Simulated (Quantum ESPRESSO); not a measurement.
Crystal: Ag.

```xyz
2
Lattice="2.9300 0.0000 0.0000 -1.4650 2.5375 0.0000 0.0000 0.0000 4.7900" Properties=species:S:1:pos:R:3 pbc="T T T"
Ag    1.4650    0.8458    3.5925
Ag    0.0000    1.6916    1.1975
```

This isn't the form of Ag at room conditions, which is fcc.

- Program: Quantum ESPRESSO 7.5
- Task: relaxation of cell and atoms
- Functional: PBEsol
- Potentials or basis: GBRV 1.5 PBEsol
- Cutoff: 762 eV
- Density cutoff: 6095 eV
- k mesh: 10 × 10 × 6
- Occupations: fermi-dirac, width 0.05 eV
- Spin: no spin polarisation

At the start: pressure -6.5 GPa; volume 17.81 Å³/atom.

Question: Where does the relaxation end?

Answer: Over 6 steps the energy falls by 20.6 meV/atom and the volume is 16.68 Å³/atom (-6.3 %); space group P6_3/mmc (No. 194, to 0.05 Å).

Step by step:
| step | energy change (eV) | largest force (eV/Å) | pressure (GPa) | volume (Å³) |
| --- | --- | --- | --- | --- |
| 1 | 0.0000 | 0.0000 | -6.47 | 35.61 |
| 2 | -0.0181 | 0.0000 | -5.15 | 35.07 |
| 3 | -0.0400 | 0.0000 | 0.81 | 33.16 |
| 4 | -0.0414 | 0.0000 | -0.07 | 33.40 |
| 5 | -0.0413 | 0.0000 | 0.00 | 33.38 |
| 6 | -0.0413 | 0.0000 | 0.07 | 33.36 |

Final structure:
```
Ag
1.0
     2.87043    0.00000    0.00000
    -1.43522    2.48587    0.00000
     0.00000    0.00000    4.67502
Ag
2
Direct
  0.66667 0.33333 0.75000
  0.33333 0.66667 0.25000
```
